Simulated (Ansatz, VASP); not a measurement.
# Two plane-wave programs on Si

```xyz
6
Lattice="-3.1969 3.1969 3.1969 3.1969 -3.1969 3.1969 3.1969 3.1969 -3.1969" Properties=species:S:1:pos:R:3 pbc="T T T"
Si    0.0000    3.1969    1.5985
Si    0.0000    1.5985    3.1969
Si    1.5985    3.1969    0.0000
Si    3.1969    1.5985    0.0000
Si    3.1969    0.0000    1.5985
Si    1.5985    0.0000    3.1969
```

This isn't the form of Si at room conditions, which is diamond.

Alike in both runs: task single point; functional PBE; k mesh 5 × 5 × 5; occupations fermi-dirac, width 0.1 eV; no spin polarisation.

```csv
,VASP,Ansatz
version,VASP 6.6.1,Ansatz 0.2.0
potentials or method,"VASP PAW PBE potentials, release 64 (Si)","plane waves, PAW"
plane-wave cutoff (eV),520,500
valence electrons in the cell,24,24
```

```tsv
	VASP	Ansatz	Ansatz less VASP
pressure (GPa)	14.3	14.3	+0.08
```
